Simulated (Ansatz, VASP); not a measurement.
## FeO: VASP beside Ansatz

```
Fe O
1.0
     1.51882    0.87689    2.51958
    -1.51882    0.87689    2.51958
     0.00000   -3.50757    5.03915
Fe O
2 2
Direct
  0.00000 0.00000 0.00000
  0.00000 0.00000 0.50000
  0.50000 0.50000 0.25000
  0.50000 0.50000 0.75000
```

Alike in both runs: task single point; functional PBE; k mesh 9 × 9 × 5; occupations fermi-dirac, width 0.05 eV; no spin polarisation.

|  | VASP | Ansatz |
| --- | --- | --- |
| version | VASP 6.6.1 | Ansatz 0.2.0 |
| potentials or method | VASP PAW PBE potentials, release 64 (Fe, O) | PAW plane waves |
| plane-wave cutoff (eV) | 520 | 420 |
| valence electrons in the cell | 28 | 44 |

|  | VASP | Ansatz | Ansatz less VASP |
| --- | --- | --- | --- |
| pressure (GPa) | -26.0 | -26.2 | -0.22 |
| largest component of the traceless stress (GPa) | 0.09 | 0.11 | +0.020 |

With one functional, cell and mesh, what is left measures potentials, basis and numerics. The two sets of potentials don't hold the same shells in valence.

Caveats: so large a pressure means that the cell lies far from this level's equilibrium, or that cutoff or potentials fall short (VASP); the run has no spin polarisation, though such a crystal can be magnetic; semilocal functionals often make such compounds metallic where correlation or magnetic order opens a gap, which also shifts bond lengths. Spin polarisation is off, so any magnetic state and its effect on volume and gap are missing.
